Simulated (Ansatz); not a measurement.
## Strontium (bcc) across density functionals

All rows: Ansatz, plane waves with scalar-relativistic PAW, 420 eV (500 eV for the SCAN forms), relaxed under each functional, no dispersion correction, no zero-point motion. B₀ comes from uniform scaling at fixed shape; a dash is a value not given.

```json
{"functional": "PBE", "V (Å³/atom)": "54.24", "cell": "a = 4.769 Å", "B₀ (GPa)": "11", "magnetic state": "spin not included", "ΔE to fcc (meV/atom)": "8"}
{"functional": "r²SCAN", "V (Å³/atom)": "56.32", "cell": "a = 4.829 Å", "B₀ (GPa)": "11", "magnetic state": "spin not included", "ΔE to fcc (meV/atom)": "11"}
{"functional": "PBEsol", "V (Å³/atom)": "51.33", "cell": "a = 4.682 Å", "B₀ (GPa)": "12", "magnetic state": "spin not included", "ΔE to fcc (meV/atom)": "4"}
{"functional": "LDA", "V (Å³/atom)": "47.83", "cell": "a = 4.574 Å", "B₀ (GPa)": "14", "magnetic state": "spin not included", "ΔE to fcc (meV/atom)": "-2"}
{"functional": "revPBE", "V (Å³/atom)": "57.07", "cell": "a = 4.851 Å", "B₀ (GPa)": "10", "magnetic state": "spin not included", "ΔE to fcc (meV/atom)": "11"}
{"functional": "RPBE", "V (Å³/atom)": "57.92", "cell": "a = 4.875 Å", "B₀ (GPa)": "10", "magnetic state": "spin not included", "ΔE to fcc (meV/atom)": "12"}
{"functional": "BLYP", "V (Å³/atom)": "55.56", "cell": "a = 4.808 Å", "B₀ (GPa)": "11", "magnetic state": "spin not included", "ΔE to fcc (meV/atom)": "7"}
```

LDA gives the smallest volume and RPBE the largest.
